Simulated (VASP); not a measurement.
Runs of VASP 6.6.1 on AlN. The structure is hexagonal, space group P6_3mc (No. 186). The conventional cell has a = 3.113 Å, b = 3.113 Å, c = 4.981 Å, α = 90.00°, β = 90.00°, γ = 120.00°. Al (site symmetry 3m) has 4 N at 1.89 Å as nearest neighbours. N (site symmetry 3m) is surrounded by 4 Al at 1.89 Å. 

```tsv
level	potentials or basis	gap on the mesh (eV)	pressure (GPa)	relaxed volume (Å³/atom)	largest force (eV/Å)
rev-vdW-DF2	VASP PAW PBE potentials, release 64 (Al, N)	4.19	0.0	10.54	-
RPBE	VASP PAW PBE potentials, release 64 (Al, N)	3.97	0.0	(b)	-
optB88-vdW	VASP PAW PBE potentials, release 64 (Al, N)	4.27	0.0	(a)	-
LDA	VASP PAW LDA potentials, release 64 (Al, N)	4.42	0.1	10.23	0.02
r2SCAN	VASP PAW PBE potentials, release 64 (Al, N)	4.94	0.0	10.39	0.02
```

Alike in all rows: task relaxation of cell and atoms; no spin polarisation; cell relaxed; k mesh 7 × 7 × 5; cutoff (eV) 600; smearing fermi-dirac 0.05 eV.

**Question.** Fill in the values left out.

**Answer.** (a) 10.56; (b) 10.80.

Caveats: the PAW data sets were made with another functional, which shifts forces and pressure a little (some runs).

Runs at the PBE level aren't shown here.
